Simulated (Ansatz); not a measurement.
Pt: hydrostatic pressure series

Theory: Ansatz 0.2.0, DFT PBE, scalar-relativistic, plane waves, PAW. Settings: 420 eV cutoff, 18×18×18 k-mesh, Gaussian smearing of 0.10 eV, no spin polarisation.

The relaxed crystal:

```yaml
crystal:
  lattice:
    - [0.00000, 1.98506, 1.98506]
    - [1.98506, 0.00000, 1.98506]
    - [1.98506, 1.98506, 0.00000]
  atoms:
    - { symbol: Pt, position: [0.00000, 0.00000, 0.00000] }
```

Cell and atoms are relaxed at each pressure within the symmetry of the start, at zero temperature, so transitions that lower the symmetry aren't seen. The k-mesh given is that at zero pressure and may differ at others. a, b and c are the lengths of the cell vectors above. ΔH is E + PV over the energy at zero pressure.

Spin–orbit coupling is left out, which can shift energies with elements as heavy as these.

```csv
P (GPa),V (Å³/atom),V/V0,a (Å),b (Å),c (Å),ΔH (eV/atom)
-2,15.77,1.008,2.815,2.815,2.815,-0.196
0,15.64,1.000,2.807,2.807,2.807,0.000
2,15.52,0.992,2.800,2.800,2.800,0.194
5,15.35,0.981,2.789,2.789,2.789,0.483
10,?,?,?,?,?,?
20,?,?,?,?,?,?
40,13.91,0.889,2.700,2.700,2.700,3.663
```

What stands in the row for 10 GPa?

V 15.08 Å³/atom; V/V0 0.964; a 2.773 Å; b 2.773 Å; c 2.773 Å; ΔH 0.958 eV/atom.

What stands in the row for 20 GPa?

V 14.63 Å³/atom; V/V0 0.935; a 2.745 Å; b 2.745 Å; c 2.745 Å; ΔH 1.884 eV/atom.